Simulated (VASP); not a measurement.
# Ir (P6_3/mmc) in VASP: notebook, part 3 of 3

VASP 6.6.1.

## Step 6: Relaxation of cell and atoms, PBEsol

Input file INCAR:

```
SYSTEM = Ir
PREC = Accurate
ENCUT = 600
EDIFF = 1E-7
ISMEAR = -1
SIGMA = 0.05
LREAL = .False.
LASPH = .True.
NELM = 80
ALGO = Fast
ISIF = 3
LWAVE = .False.
LCHARG = .False.
GGA = PS
IBRION = 2
NSW = 60
EDIFFG = -0.02
```

Input file KPOINTS:

```
regular mesh
0
Gamma
  10 10 6
  0 0 0
```

Input file POSCAR:

```
Ir
1.0
    2.7513778946      0.0000000000      0.0000000000
   -1.3756889473      2.3827631521      0.0000000000
    0.0000000000      0.0000000000      4.4622900000
Ir
2
Direct
    0.3333333333      0.6666666667      0.2500000000
    0.6666666667      0.3333333333      0.7500000000
```

Potentials or basis: VASP PAW PBE potentials, release 64 (Ir).

The run is started by

```
$ cat potpaw_PBE.64/Ir/POTCAR > POTCAR
$ mpirun -np 1 vasp_std > vasp.out
```

OUTCAR:

```text
SYSTEM = Ir
   PREC = Accurate
   ENCUT = 600
   EDIFF = 1E-7
   ISMEAR = -1
   LREAL = .False.
   LASPH = .True.
   NELM = 80
   ISIF = 3
   GGA = PS
   IBRION = 2
   NSW = 60
   EDIFFG = -0.02

 ion  position               nearest neighbor table
   1  0.333  0.667  0.250-   2 2.74   2 2.74   2 2.74   2 2.74   2 2.74   2 2.74
   2  0.667  0.333  0.750-   1 2.74   1 2.74   1 2.74   1 2.74   1 2.74   1 2.74

  LATTYP: Found a hexagonal cell.
 ALAT       =     2.7513778946
 C/A-ratio  =     1.6218382828

  Lattice vectors:

 A1 = (   2.7513778946,   0.0000000000,   0.0000000000)
 A2 = (  -1.3756889473,   2.3827631521,   0.0000000000)
 A3 = (   0.0000000000,   0.0000000000,   4.4622900000)

Analysis of symmetry for initial positions (statically):
=====================================================================
 Subroutine PRICEL returns:
[... 195 lines left out ...]
      9       7.5290      2.00000
     10       9.0051      2.00000
     11      10.0647      0.01984
     12      10.0647      0.01984
     13      16.5380      0.00000
[... 583 lines left out ...]
--------------------------------------- Ionic step        7  -------------------------------------------

 number of electron      18.0000001 magnetization

 Free energy of the ion-electron system (eV)
  ---------------------------------------------------
  ext. energy  EPLUGINS =         0.00000000
  ---------------------------------------------------
  free energy    TOTEN  =       -19.49290854 eV

  energy without entropy =      -19.46860511  energy(sigma->0) =      -19.48075683

 E-fermi :  10.4116     XC(G=0): -14.1005

 val. band max:       10.3956837773   @ k =   0.5000  -0.0000   0.3333
 cond. band min:      10.4138833008   @ k =   0.3000   0.1000   0.1667
 fundamental gap:      0.0181995235
 Fermi energy:        10.4115649165

 k-point     1 :       0.0000    0.0000    0.0000
  band No.  band energies     occupation
      1      -0.9449      2.00000
      2       2.0975      2.00000
      3       6.2967      2.00000
      4       6.4923      2.00000
      5       6.4923      2.00000
      6       7.1311      2.00000
      7       7.1311      2.00000
      8       8.0779      2.00000
      9       8.0779      2.00000
     10       9.3847      2.00000
     11      10.6637      0.01283
     12      10.6637      0.01283
     13      17.2808      0.00000
[... 397 lines left out ...]
  FREE ENERGIE OF THE ION-ELECTRON SYSTEM (eV)
  ---------------------------------------------------
  free  energy   TOTEN  =       -19.4929085436 eV

  energy  without entropy=      -19.4686051120  energy(sigma->0) =      -19.48075683

 reached required accuracy - stopping structural energy minimisation
```

Wall time 74 s (1 thread of Intel Xeon Platinum 8559C (Emerald Rapids), shared host); peak memory 0.18 GiB.

What came out:

```yaml
Free_energy: -19.4929 eV
Relaxed_volume: 14.15 Å³/atom
Relaxed_cell: a = 2.711 Å, b = 2.711 Å, c = 4.444 Å, α = 90.00°, β = 90.00°, γ = 120.00°
Space_group_after_relaxing_to_0.05_Å: P6_3/mmc (No. 194)
Energy_gained_by_relaxing: 18.8 meV/atom
Ionic_steps: 7
Pressure_after_relaxing: 0.2 GPa
Band_gap_on_the_k_mesh: none (metal or under the smearing width)
```

The path:
```csv
step,energy change (eV),largest force (eV/Å),pressure (GPa),volume (Å³)
1,0.0000,0.0000,-11.52,29.25
2,0.5496,0.0000,64.79,25.02
3,-0.0362,0.0000,-0.54,28.35
4,-0.0363,0.0000,0.03,28.31
5,-0.0363,0.0000,0.29,28.29
6,-0.0374,0.0000,0.17,28.30
7,-0.0375,0.0000,0.18,28.29
```

Final structure:
```
Ir
1.0
     2.71136    0.00000    0.00000
    -1.35568    2.34810    0.00000
     0.00000    0.00000    4.44414
Ir
2
Direct
  0.33333 0.66667 0.25000
  0.66667 0.33333 0.75000
```

Caveat: the PAW data sets were made with another functional, which shifts forces and pressure a little. Spin-orbit coupling is left out, which matters for the levels of Ir.

## Step 7: The reference run

An earlier run on the cell as given: functional PBEsol; potentials or basis VASP PAW PBE potentials, release 64 (Ir); cutoff 520 eV; k mesh 11 × 11 × 6; occupations fermi-dirac, width 0.05 eV; no spin polarisation.

* Pressure: -11.6 GPa
* Band gap on the k mesh: none (metal or under the smearing width)

## Step 8: Overview

| task | level | potentials or basis | cell | k mesh | cutoff (eV) | ladder | gap on the mesh (eV) | pressure (GPa) | relaxed volume (Å³/atom) |
| --- | --- | --- | --- | --- | --- | --- | --- | --- | --- |
| relaxation of cell and atoms | LDA | VASP PAW LDA potentials, release 64 (Ir) | relaxed | 10 × 10 × 6 | 600 | gaps | none | 0.0 | 14.00 |
| relaxation of cell and atoms | PBEsol | VASP PAW PBE potentials, release 64 (Ir) | relaxed | 10 × 10 × 6 | 600 | gaps | none | 0.2 | 14.15 |
| single point | PBEsol | VASP PAW PBE potentials, release 64 (Ir) | as given | 11 × 11 × 6 | 520 | free | none | -11.6 | - |

Some of these runs hold the atoms at other places in the same cell, which the table doesn't show; runs alike in all that it shows share one row.

Alike in all rows: no spin polarisation; smearing fermi-dirac 0.05 eV.

Caveats: the PAW data sets were made with another functional, which shifts forces and pressure a little (some runs).

Total energies depend on the potentials used, so only differences within one code and one set of settings carry meaning.
